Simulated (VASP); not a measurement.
# CdF2 (Fm-3m) in VASP: a series of runs

Runs on CdF2. Level: PBE+D3(BJ). Tasks: relaxation of cell and atoms.

Program: VASP 6.6.1. These are calculated values, not measurements. Logs are shortened: lines on timing, memory, paths and dates and some standing lists are left out, and cuts for length are marked.

### Step 1. Starting point

It takes space group Fm-3m (No. 225, cubic). Conventional cell: a = 5.388 Å, b = 5.388 Å, c = 5.388 Å, α = 90.00°, β = 90.00°, γ = 90.00°. Cd (site symmetry m-3m) is surrounded by 8 F at 2.33 Å. F (site symmetry -43m) has 4 Cd at 2.33 Å as nearest neighbours.

### Step 2. Relaxation of cell and atoms, PBE+D3(BJ)

File INCAR:

```
SYSTEM = CdF2
ALGO     = Normal         ! electronic algorithm
EDIFF    = 1E-6           ! SCF threshold, eV
EDIFFG   = -0.01          ! ionic threshold
ENCUT    = 600            ! plane-wave cutoff, eV
GGA      = PE             ! functional
IBRION   = 2              ! ionic algorithm
ISIF     = 3              ! what is computed and relaxed
ISMEAR   = 0              ! smearing method
IVDW     = 12             ! dispersion correction
LASPH    = .True.         ! aspherical terms in the spheres
LCHARG   = .False.        ! write CHGCAR
LREAL    = .False.        ! projectors in reciprocal space
LWAVE    = .False.        ! write WAVECAR
NELM     = 80             ! most SCF steps
NSW      = 90             ! ionic steps
PREC     = Accurate       ! precision mode
SIGMA    = 0.03           ! smearing width, eV
```

File KPOINTS:

```
k-points
0
Gamma
  10 10 10
  0 0 0
```

File POSCAR:

```
CdF2
1.0
    0.0000000000      2.6940000000      2.6940000000
    2.6940000000      0.0000000000      2.6940000000
    2.6940000000      2.6940000000      0.0000000000
Cd F
1 2
Direct
    0.0000000000      0.0000000000      0.0000000000
    0.2500000000      0.2500000000      0.2500000000
    0.7500000000      0.7500000000      0.7500000000
```

Potentials or basis: VASP PAW PBE potentials, release 64 (Cd, F).

Started as:

```sh
$ cat potpaw_PBE.64/Cd/POTCAR potpaw_PBE.64/F/POTCAR > POTCAR
$ mpirun -np 1 vasp_std > vasp.out
```

OUTCAR:

```text
SYSTEM = CdF2
   EDIFF = 1E-6
   EDIFFG = -0.01
   ENCUT = 600
   GGA = PE
   IBRION = 2
   ISIF = 3
   ISMEAR = 0
   IVDW = 12
   LASPH = .True.
   LREAL = .False.
   NELM = 80
   NSW = 90
   PREC = Accurate
 IVDW          = 12

 ion  position               nearest neighbor table
   1  0.000  0.000  0.000-   3 2.33   3 2.33   3 2.33   2 2.33   3 2.33   2 2.33   2 2.33   2 2.33

   2  0.250  0.250  0.250-   1 2.33   1 2.33   1 2.33   1 2.33
   3  0.750  0.750  0.750-   1 2.33   1 2.33   1 2.33   1 2.33

  LATTYP: Found a face centered cubic cell.
 ALAT       =     5.3880000000

  Lattice vectors:

 A1 = (   0.0000000000,   2.6940000000,   2.6940000000)
 A2 = (   2.6940000000,   0.0000000000,   2.6940000000)
 A3 = (   2.6940000000,   2.6940000000,   0.0000000000)

Analysis of symmetry for initial positions (statically):
=====================================================================
 Subroutine PRICEL returns:
 Original cell was already a primitive cell.

 Routine SETGRP: Setting up the symmetry group for a
 face centered cubic supercell.

 Subroutine GETGRP returns: Found 48 space group operations
 (whereof 48 operations were pure point group operations)
 out of a pool of 48 trial point group operations.

The static configuration has the point symmetry O_h .

Analysis of symmetry for dynamics (positions and initial velocities):
=====================================================================
 Subroutine PRICEL returns:
 Original cell was already a primitive cell.

 Routine SETGRP: Setting up the symmetry group for a
 face centered cubic supercell.

 Subroutine GETGRP returns: Found 48 space group operations
 (whereof 48 operations were pure point group operations)
 out of a pool of 48 trial point group operations.

The dynamic configuration has the point symmetry O_h .

 Subroutine INISYM returns: Found 48 space group operations
 (whereof 48 operations are pure point group operations),
 and found     1 'primitive' translations

----------------------------------------------------------------------------------------

                                     Primitive cell

  volume of cell :      39.1041

  direct lattice vectors                    reciprocal lattice vectors
     0.000000000  2.694000000  2.694000000    -0.185597624  0.185597624  0.185597624
     2.694000000  0.000000000  2.694000000     0.185597624 -0.185597624  0.185597624
     2.694000000  2.694000000  0.000000000     0.185597624  0.185597624 -0.185597624

  length of vectors
     3.809891337  3.809891337  3.809891337     0.321464515  0.321464515  0.321464515

  position of ions in fractional coordinates (direct lattice)
     0.000000000  0.000000000  0.000000000
     0.250000000  0.250000000  0.250000000
     0.750000000  0.750000000  0.750000000

  ion indices of the primitive-cell ions
   primitive index   ion index
                 1           1
                 2           2
[... 65 lines left out ...]
   ISTART =      0    job   : 0-new  1-cont  2-samecut
   ICHARG =      2    charge: 1-file 2-atom 10-const
   ISPIN  =      1    spin polarized calculation?
   LNONCOLLINEAR =      F non collinear calculations
   LSORBIT =      F    spin-orbit coupling
   LASPH  =      T    aspherical Exc in radial PAW
   ENCUT  =  600.0 eV  44.10 Ry    6.64 a.u.   7.61  7.61  7.61*2*pi/ulx,y,z
   NELM   =     80;   NELMIN=  2; NELMDL= -5     # of ELM steps
   EDIFF  = 0.1E-05   stopping-criterion for ELM
   LREAL  =      F    real-space projection
   EDIFFG = -.1E-01   stopping-criterion for IOM
   NSW    =     90    number of steps for IOM
   IBRION =      2    ionic relax: 0-MD 1-quasi-New 2-CG
   NFREE  =      1    steps in history (QN), initial steepest desc. (CG)
   ISIF   =      3    stress and relaxation
   ISYM   =      2    0-nonsym 1-usesym 2-fastsym
   POTIM  = 0.5000    time-step for ionic-motion
   TEBEG  =    0.0;   TEEND  =   0.0 temperature during run
   PSTRESS=    0.0 pullay stress
   NELECT =      26.0000    total number of electrons
   NUPDOWN=      -1.0000    fix difference up-down
   EMIN   =  10.00;   EMAX   =-10.00  energy-range for DOS
   EFERMI =   0.00;   METHOD = LEGACY
   ISMEAR =     0;   SIGMA  =   0.03  broadening in eV -4-tet -1-fermi 0-gaus
   EFERMI_NEDOS =   21; number of points for ismear=-14 and -15
   IALGO  =     38    algorithm
   IMIX   =      4    mixing-type and parameters
     AMIX     =   0.40;   BMIX     =  1.00
     AMIX_MAG =   1.60;   BMIX_MAG =  1.00
  volume/ion in A,a.u.               =      13.03        87.96
  Fermi-wavevector in a.u.,A,eV,Ry     =   1.428867  2.700166 27.778468  2.041660
  Thomas-Fermi vector in A             =   2.548882
   LORBIT       =      0    0 simple, 1 ext, 2 COOP (PROOUT), +10 PAW based schemes
   GGA     = PE    functional components
   LHFCALC =     F    Hartree Fock is set to
   AEXX    =    0.0000 exact exchange contribution
   IVDW    =    12    specifies the selected vdW correction
   LEPSILON=     F    determine dielectric tensor
   LRPA    =     F    only Hartree local field effects (RPA)
 conjugate gradient relaxation of ions
 non-spin polarized calculation
 Gauss-broadening in eV      SIGMA  =   0.03
  energy-cutoff  :      600.00
  volume of cell :       39.10
 maximum number of plane-waves:      1326
   NGX = 15   NGY = 15   NGZ = 15

--------------------------------------- Ionic step        1  -------------------------------------------

 number of electron      25.9999977 magnetization

 Free energy of the ion-electron system (eV)
  ---------------------------------------------------
  ext. energy  EPLUGINS =         0.00000000
  ---------------------------------------------------
  free energy    TOTEN  =       -10.86298799 eV

  energy without entropy =      -10.86298799  energy(sigma->0) =      -10.86298799

------------------------ aborting loop because EDIFF is reached ----------------------------------------

 Edisp (eV)   -0.50225

 E8    (eV) :    -0.1899
[... 73 lines left out ...]
--------------------------------------- Ionic step        3  -------------------------------------------

 number of electron      25.9999988 magnetization

 Free energy of the ion-electron system (eV)
  ---------------------------------------------------
  ext. energy  EPLUGINS =         0.00000000
  ---------------------------------------------------
  free energy    TOTEN  =       -10.89825650 eV

  energy without entropy =      -10.89825650  energy(sigma->0) =      -10.89825650

 E-fermi :  -1.4116     XC(G=0): -10.2158

 val. band max:       -1.5864937990   @ k =  -0.3000   0.5000   0.2000
 cond. band min:       1.3610671053   @ k =   0.0000   0.0000   0.0000
 fundamental gap:      2.9475609043
 Fermi energy:        -1.4116149196

 k-point     1 :       0.0000    0.0000    0.0000
  band No.  band energies     occupation
      1     -22.1902      2.00000
      2     -21.1829      2.00000
      3      -7.0944      2.00000
      4      -7.0944      2.00000
      5      -7.0944      2.00000
      6      -6.0390      2.00000
[... 457 lines left out ...]
      4      -6.5307      2.00000
      5      -6.4562      2.00000
      6      -6.0462      2.00000
[... 9 lines left out ...]
     16      11.5763      0.00000
     17      12.1763      0.00000

 [... further k-points ...]

------------------------ aborting loop because EDIFF is reached ----------------------------------------

 Edisp (eV)   -0.48414

 E8    (eV) :    -0.1832
[... 26 lines left out ...]
  FREE ENERGIE OF THE ION-ELECTRON SYSTEM (eV)
  ---------------------------------------------------
  free  energy   TOTEN  =       -11.3823973807 eV

  energy  without entropy=      -11.3823973807  energy(sigma->0) =      -11.38239738

 reached required accuracy - stopping structural energy minimisation
```

OSZICAR:

```text
N       E                     dE             d eps       ncg     rms          rms(c)
DAV:   1     0.222162703669E+03    0.22216E+03   -0.17251E+04  1622   0.174E+03
DAV:   2    -0.278381371750E+01   -0.22495E+03   -0.21724E+03  1801   0.408E+02
DAV:   3    -0.125167256537E+02   -0.97329E+01   -0.97084E+01  1771   0.953E+01
[... 27 lines left out ...]
DAV:   4    -0.108983079471E+02    0.24160E-03   -0.66534E-04  1633   0.324E-01    0.195E-01
DAV:   5    -0.108982626269E+02    0.45320E-04   -0.14965E-04  1656   0.157E-01    0.270E-02
DAV:   6    -0.108982551025E+02    0.75244E-05   -0.32992E-05  1937   0.109E-01    0.444E-03
DAV:   7    -0.108982561932E+02   -0.10907E-05   -0.31127E-06  1585   0.187E-02    0.309E-03
DAV:   8    -0.108982564965E+02   -0.30326E-06   -0.48020E-07  1064   0.119E-02
   3 F= -.11382397E+02 E0= -.11382397E+02  d E =-.171583E-01
```

CONTCAR:

```text
CdF2
   1.00000000000000
    -0.0000000000000000    2.7268016591414534    2.7268016591414534
     2.7268016591414534   -0.0000000000000000    2.7268016591414534
     2.7268016591414534    2.7268016591414534    0.0000000000000000
  Cd              F
     1     2
Direct
     0.0000000000000000    0.0000000000000000    0.0000000000000000
     0.2500000000000000    0.2500000000000000    0.2500000000000000
     0.7500000000000000    0.7500000000000000    0.7500000000000000

  0.00000000E+00  0.00000000E+00  0.00000000E+00
  0.00000000E+00  0.00000000E+00  0.00000000E+00
  0.00000000E+00  0.00000000E+00  0.00000000E+00
```

Wall time 47 s (1 thread of Intel Xeon 6975P-C (Granite Rapids), shared host); peak memory 0.2 GiB.

What came out:

```yaml
Free_energy: -11.3824 eV
Relaxed_volume: 13.52 Å³/atom
Relaxed_cell: a = 3.856 Å, b = 3.856 Å, c = 3.856 Å, α = 60.00°, β = 60.00°, γ = 60.00°
Space_group_after_relaxing_to_0.05_Å: Fm-3m (No. 225)
Energy_gained_by_relaxing: 5.7 meV/atom
Ionic_steps: 3
Pressure_after_relaxing: 0.0 GPa
Band_gap_on_the_k_mesh: 2.95 eV, indirect (least direct gap 3.48 eV)
Dispersion_energy_per_atom: -0.161 eV
```

Step by step:
```tsv
step	energy change (eV)	largest force (eV/Å)	pressure (GPa)	volume (Å³)
1	0.0000	0.0000	3.95	39.10
2	-0.0160	0.0000	-0.94	40.95
3	-0.0172	0.0000	0.01	40.55
```

Final structure:
```cif
data_structure
_symmetry_space_group_name_H-M 'P 1'
_symmetry_Int_Tables_number 1
_cell_length_a 3.8563
_cell_length_b 3.8563
_cell_length_c 3.8563
_cell_angle_alpha 60.000
_cell_angle_beta 60.000
_cell_angle_gamma 60.000
_cell_volume 40.55
loop_
_atom_site_label
_atom_site_type_symbol
_atom_site_fract_x
_atom_site_fract_y
_atom_site_fract_z
_atom_site_occupancy
Cd1 Cd 0.00000 0.00000 0.00000 1
F1 F 0.25000 0.25000 0.25000 1
F2 F 0.75000 0.75000 0.75000 1
```

Levels at points of the mesh, in eV from the valence-band top:
| k point | band 11 | band 12 | band 13 | band 14 | band 15 | band 16 |
| --- | --- | --- | --- | --- | --- | --- |
| (0.00, 0.00, 0.00) | -0.54 | -0.54 | -0.54 | 2.95 | 12.54 | 12.54 |
| (0.50, 0.00, 0.00) | -1.70 | -0.41 | -0.41 | 6.91 | 9.04 | 14.19 |
| (0.50, 0.50, 0.00) | -0.42 | -0.08 | -0.08 | 7.71 | 9.46 | 11.85 |

A k mesh can miss the band edges. As with any semilocal functional, this PBE gap is likely too small.

### Step 3. Relaxation of cell and atoms, PBE+D3(BJ)

This run uses another cell than the first one, of 13.52 Å³/atom, 1.037 times its volume.

INCAR, as its differences from that of step 2:

```diff
@@ -2,4 +2,4 @@
 ALGO     = Normal         ! electronic algorithm
-EDIFF    = 1E-6           ! SCF threshold, eV
-EDIFFG   = -0.01          ! ionic threshold
+EDIFF    = 1E-7           ! SCF threshold, eV
+EDIFFG   = -0.005         ! ionic threshold
 ENCUT    = 600            ! plane-wave cutoff, eV
```

KPOINTS is that of step 2.

File POSCAR:

```
CdF2                                    
1.0
   -0.0000000000      2.7268016591      2.7268016591
    2.7268016591     -0.0000000000      2.7268016591
    2.7268016591      2.7268016591      0.0000000000
  Cd              F             
     1     2
Direct
     0.0000000000000000    0.0000000000000000    0.0000000000000000
     0.2500000000000000    0.2500000000000000    0.2500000000000000
     0.7500000000000000    0.7500000000000000    0.7500000000000000
```

Potentials or basis: VASP PAW PBE potentials, release 64 (Cd, F).

Started as:

```sh
$ cat potpaw_PBE.64/Cd/POTCAR potpaw_PBE.64/F/POTCAR > POTCAR
$ mpirun -np 1 vasp_std > vasp.out
```

Run time: 17 s. Hardware: 1 thread of Intel Xeon 6975P-C (Granite Rapids), shared host; peak memory 0.2 GiB.

The run converged. Its results:

```
Free energy                : -11.3865 eV
Pressure after relaxing    : 0.0 GPa
Band gap on the k mesh     : 2.95 eV, indirect (least direct gap 3.48 eV)
Dispersion energy per atom : -0.161 eV
```

Final structure:
```xyz
3
Lattice="0.0000 2.7268 2.7268 2.7268 0.0000 2.7268 2.7268 2.7268 0.0000" Properties=species:S:1:pos:R:3 pbc="T T T"
Cd    0.0000    0.0000    0.0000
F     1.3634    1.3634    1.3634
F     4.0902    4.0902    4.0902
```

Levels at points of the mesh, in eV from the valence-band top:
```
           k point  band 9  band 10  band 11  band 12  band 13  band 14  band 15  band 16  band 17
(0.00, 0.00, 0.00)   -0.88    -0.88    -0.53    -0.53    -0.53     2.95    12.54    12.54    12.54
(0.50, 0.00, 0.00)   -2.11    -1.70    -1.70    -0.41    -0.41     6.91     9.04    14.19    14.19
(0.50, 0.50, 0.00)   -2.76    -2.76    -0.42    -0.08    -0.08     7.71     9.46    11.85    13.97
```

Caveat: the relaxation stopped at its first step, so nothing moved. A k mesh can miss the band edges.
